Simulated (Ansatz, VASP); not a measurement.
**Two plane-wave programs on Ta**

Contents of INCAR:

```
PREC = Accurate
ENCUT = 520
EDIFF = 1E-6
ISMEAR = -1
SIGMA = 0.1
LREAL = False
LASPH = True
NELM = 80
ALGO = Normal
ISIF = 2
LWAVE = False
LCHARG = False
GGA = CA
NBANDS = 18
```

The input KPOINTS:

```
Automatic mesh
0
Gamma
  10 10 10
```

File POSCAR:

```
Ta
1.0
    0.0000000000      2.8856308903      2.8856308903
    2.8856308903      0.0000000000      2.8856308903
    2.8856308903      2.8856308903      0.0000000000
Ta
2
Direct
    0.1250000000      0.1250000000      0.1250000000
    0.8750000000      0.8750000000      0.8750000000
```

Input for Ansatz:

```yaml
crystal:
  lattice:
    - [0.0, 2.8856308903, 2.8856308903]
    - [2.8856308903, 0.0, 2.8856308903]
    - [2.8856308903, 2.8856308903, 0.0]
  atoms:
    - { symbol: Ta, position: [0.125, 0.125, 0.125] }
    - { symbol: Ta, position: [0.875, 0.875, 0.875] }
hamiltonian:
  xc: lda
  pseudopotentials:
    kind: paw
    azcp:
      Ta: "pseudopotentials/Ta.paw.azcp"
basis:
  ecutwfc: 420
  fft_grid_basis: typed
kpoints:
  mp_grid: { grid: [10, 10, 10], shift: [0, 0, 0] }
magnetization:
  spin_polarized: false
scf:
  occupations: { method: fermi_dirac, width: 0.1 }
  lower_state_search: "off"
output:
  stress: true
```

Alike in both runs: task single point; functional LDA; k mesh 10 × 10 × 10; occupations fermi-dirac, width 0.1 eV; no spin polarisation.

```csv
,VASP,Ansatz
version,VASP 6.6.1,Ansatz 0.2.0
potentials or method,"VASP PAW LDA potentials, release 64 (Ta_pv)","plane waves (420 eV) with PAW, scalar-relativistic"
plane-wave cutoff (eV),520,420
valence electrons in the cell,22,26
```

|  | VASP | Ansatz | Ansatz less VASP |
| --- | --- | --- | --- |
| pressure (GPa) | 8.0 | 7.6 | -0.40 |

The two sets of potentials don't hold the same shells in valence. Ansatz warned: «pseudo_functional_mismatch».

Spin-orbit coupling is left out, which matters for the levels of Ta.
